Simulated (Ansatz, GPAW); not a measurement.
# Rh: 3 runs at one level of theory

```
Rh
1.0
     0.00000    1.89785    1.89785
     1.89785    0.00000    1.89785
     1.89785    1.89785    0.00000
Rh
1
Direct
  0.00000 0.00000 0.00000
```

Alike in all runs: task band structure; functional revPBE; k mesh 12 × 12 × 12; occupations fermi-dirac, width 0.05 eV; no spin polarisation; no spin-orbit coupling. Pressure is positive in compression and, in plane waves, holds the error of the finite cutoff, which Ansatz's Pulay term estimates and takes out.

```json
{"program and potentials": "Ansatz, Ansatz PAW", "plane-wave cutoff (eV)": "420", "notes": "potentials made for PBE, which Ansatz adapts in part; 17 valence electrons an atom on average; Pulay term of +0.13 GPa included", "pressure (GPa)": "10.67"}
{"program and potentials": "Ansatz, all-electron LAPW, scalar-relativistic", "plane-wave cutoff (eV)": "-", "notes": "-", "pressure (GPa)": "10.63"}
{"program and potentials": "GPAW, the program's PAW data sets (release 1.2.1) made for this functional", "plane-wave cutoff (eV)": "600", "notes": "15 valence electrons an atom on average", "pressure (GPa)": "13.08"}
```

The pressure spans 10.63 (Ansatz, all-electron LAPW, scalar-relativistic) to 13.08 GPa (GPAW, the program's PAW data sets (release 1.2.1) made for this functional), with all-electron results at 10.63. Some sets were made for another functional than the one run, which can shift their rows. The cell lies far from this level's equilibrium.

The functional is the same throughout but for its coding, so the spread measures potentials, basis and numerics; runs on potential files found faulty are left out.
